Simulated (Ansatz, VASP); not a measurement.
**One calculation of PbS, two programs**

```xyz
2
Lattice="0.0000 3.0026 3.0026 3.0026 0.0000 3.0026 3.0026 3.0026 0.0000" Properties=species:S:1:pos:R:3 pbc="T T T"
Pb    0.0000    0.0000    0.0000
S     3.0026    3.0026    3.0026
```

Alike in both runs: task single point; functional LDA; k mesh 10 × 10 × 10; occupations gaussian, width 0.05 eV; no spin polarisation.

|  | VASP | Ansatz |
| --- | --- | --- |
| version | VASP 6.6.1 | Ansatz 0.2.0 |
| potentials or method | VASP PAW LDA potentials, release 64 (Pb_d, S) | scalar-relativistic, plane waves, PAW |
| plane-wave cutoff (eV) | 520 | 420 |
| valence electrons in the cell | 20 | 20 |

Ansatz gave:

```
gap on the k mesh at the Fermi level (eV) : 0.35
least direct gap on the mesh (eV)         : 0.35
pressure (GPa)                            : -4.4
```

Question: Which values does VASP return?

Answer: gap on the k mesh at the Fermi level (eV): 0.33; least direct gap on the mesh (eV): 0.33; pressure (GPa): -4.4.

Caveats: spin-orbit coupling is left out, which as a rule narrows the gap of such compounds by several tenths of an eV.
